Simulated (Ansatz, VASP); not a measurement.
Given: the input of a run of VASP 6.6.1 on CaF2 (Fluorite).

INCAR

```
PREC = Accurate
ENCUT = 520
EDIFF = 1E-7
ISMEAR = -1
SIGMA = 0.05
LREAL = False
LASPH = True
NELM = 80
ALGO = Normal
ISIF = 2
LWAVE = False
LCHARG = False
GGA = PE
NBANDS = 19
```

Contents of KPOINTS:

```
Automatic mesh
0
Gamma
  8 8 8
```

File POSCAR:

```
CaF2
1.0
    0.0000000000      2.6940900700      2.6940900700
    2.6940900700      0.0000000000      2.6940900700
    2.6940900700      2.6940900700      0.0000000000
Ca F
1 2
Direct
    0.0000000000      0.0000000000      0.0000000000
    0.7500000000      0.7500000000      0.7500000000
    0.2500000000      0.2500000000      0.2500000000
```

Potentials or basis: VASP PAW PBE potentials, release 64 (Ca_sv, F).

Launch:

```console
$ cat potpaw_PBE.64/Ca_sv/POTCAR potpaw_PBE.64/F/POTCAR > POTCAR
$ mpirun -np 1 vasp_std > vasp.out
```

Problem. Translate it to Ansatz 0.2.0. Potentials there: Ansatz PAW.

Solution. As run (the cutoff follows the program's own potentials):

input.yaml

```yaml
crystal:
  lattice:
    - [0.0, 2.69409007, 2.69409007]
    - [2.69409007, 0.0, 2.69409007]
    - [2.69409007, 2.69409007, 0.0]
  atoms:
    - { symbol: Ca, position: [0.0, 0.0, 0.0] }
    - { symbol: F, position: [0.75, 0.75, 0.75] }
    - { symbol: F, position: [0.25, 0.25, 0.25] }
hamiltonian:
  xc: pbe
  pseudopotentials: { kind: paw }
kpoints:
  mp_grid: { grid: [8, 8, 8] }
scf:
  occupations: { method: fermi_dirac, width: 0.05 }
output:
  forces: true
  stress: true
  eigenvalues: true
```

Potentials or basis: Ansatz PAW.

Launch:

```console
$ ansatz run input.yaml --threads 1 --pin off --max-ram 3584MiB --backend cpu --events-out ev --progress --plain --runs-dir out
```

Both were run:

|  | VASP | Ansatz | Ansatz less VASP |
| --- | --- | --- | --- |
| gap on the k mesh at the Fermi level (eV) | 7.52 | 7.55 | +0.025 |
| least direct gap on the mesh (eV) | 7.79 | 7.81 | +0.024 |
| pressure (GPa) | 6.5 | 6.1 | -0.38 |

With one functional, cell and mesh, what is left measures potentials, basis and numerics.

Caveats: the pressure holds a Pulay correction of +0.6 GPa for the finite cutoff (Ansatz). A k mesh can miss the band edges.
